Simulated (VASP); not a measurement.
**CdS: single point with PBE**

CdS:

```
Cd S
1.0
     0.00000    2.91000    2.91000
     2.91000    0.00000    2.91000
     2.91000    2.91000    0.00000
Cd S
1 1
Direct
  0.00000 0.00000 0.00000
  0.75000 0.75000 0.75000
```

```json
{"Program": "VASP 6.6.1", "Task": "single point", "Functional": "PBE", "Potentials or basis": "VASP PAW PBE potentials, release 64 (Cd, S)", "Cutoff": "520 eV", "k mesh": "9 × 9 × 9", "Occupations": "fermi-dirac, width 0.03 eV", "Spin": "no spin polarisation"}
```

The pressure is 3.7 GPa and the band gap on the k mesh is 1.16 eV, direct.

Levels at points of the mesh, in eV from the valence-band top:
| k point | band 6 | band 7 | band 8 | band 9 | band 10 | band 11 | band 12 | band 13 |
| --- | --- | --- | --- | --- | --- | --- | --- | --- |
| (0.00, 0.00, 0.00) | -7.26 | 0.00 | 0.00 | 0.00 | 1.16 | 6.55 | 6.55 | 6.55 |

It took 35 s on 1 thread of Intel(R) Xeon(R) Platinum 8488C (Sapphire Rapids) (shared host), peak memory 0.18 GiB.

As with any semilocal functional, this PBE gap is likely too small.
